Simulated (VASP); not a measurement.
A run of VASP 6.6.1 is set up as follows.

The input POSCAR:

```
Si
1.0
    0.0000000000      2.7155000000      2.7155000000
    2.7155000000      0.0000000000      2.7155000000
    2.7155000000      2.7155000000      0.0000000000
Si
2
Direct
    0.0000000000      0.0000000000      0.0000000000
    0.2500000000      0.2500000000      0.2500000000
```

File INCAR.step1:

```
  ALGO = Normal
  EDIFF = 1E-8
  EDIFFG = -0.002
  ENCUT = 600
  GGA = PS
  IBRION = 2
  ISIF = 3
  ISMEAR = -1
  LASPH = T
  LCHARG = F
  LREAL = F
  LWAVE = F
  NELM = 100
  NSW = 40
  PREC = Accurate
  SIGMA = 0.02
```

File INCAR.step2:

```
  ALGO = Normal
  EDIFF = 1E-8
  ENCUT = 600
  GGA = PS
  IBRION = 6
  ISIF = 3
  ISMEAR = -1
  LASPH = T
  LCHARG = F
  LREAL = F
  LWAVE = F
  NELM = 100
  NFREE = 2
  NSW = 1
  POTIM = 0.015
  PREC = Accurate
  SIGMA = 0.02
```

File KPOINTS:

```
k-points
0
Gamma
  10 10 10
```

Potentials or basis: VASP PAW PBE potentials, release 64 (Si).

The run is started by

```bash
$ cat potpaw_PBE.64/Si/POTCAR > POTCAR
$ cp INCAR.step1 INCAR
$ mpirun -np 1 vasp_std > vasp.out
$ cp CONTCAR POSCAR
$ cp INCAR.step2 INCAR
$ mpirun -np 1 vasp_std > vasp.out
```

Problem. What does it give for the elastic constants C11, C12, C44?

Solution. 156, 62, 74 GPa.

Problem. Estimate the Voigt bulk modulus.

Solution. 94 GPa.

Problem. What does it give for the relaxed volume?

Solution. 20.08 Å³/atom.

Problem. Estimate the relaxed cell.

Solution. a = 3.844 Å, b = 3.844 Å, c = 3.844 Å, α = 60.00°, β = 60.00°, γ = 60.00°.

Clamped-ion elastic tensor (GPa):
```
156  62  62   0   0   0
 62 156  62   0   0   0
 62  62 156   0   0   0
  0   0   0 103   0   0
  0   0   0   0 103   0
  0   0   0   0   0 103
```

Caveat: the PAW data sets were made with another functional, which shifts forces and pressure a little.
